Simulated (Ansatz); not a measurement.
## Ionic part of the dielectric constant of BN, mode by mode

These are results of Ansatz, DFT PBE, scalar-relativistic, plane waves, PAW, not measurements. Plane waves to 420 eV; Γ-centred k mesh 12×12×12; fixed occupations. No spin polarisation. Phonons by linear response, acoustic sum rule imposed.

Space group F-43m (No. 216), cubic, a = 3.625 Å. B has 4 N at 1.57 Å; N is surrounded by 4 B at 1.57 Å.

It was relaxed at this level from a cell as deposited in COD.

The primitive cell has V = 11.91 Å³ and ε∞,yy = 4.614. Each polar mode adds Δε = (4.92064×10⁷/V)·S/ν² along y, with S its oscillator strength in e²/amu, ν in cm⁻¹ and V in Å³.

Q: From these modes, find each Δε and ε0,yy.
| ν (cm⁻¹) | S_yy (e²/amu) |
| --- | --- |
| 1026.53 | 0.6006 |

A:
```csv
ν (cm⁻¹),Δε
1026.53,2.35
```

The sum is 2.35, so ε0,yy = 6.96; the run's tensor has 6.97.

Q: Where do the longitudinal modes lie for a wave vector along y?

A: At 1261.64 cm⁻¹. The Lyddane–Sachs–Teller product Π(ν_LO/ν_TO)² = 1.51 agrees with ε0/ε∞ = 1.51.
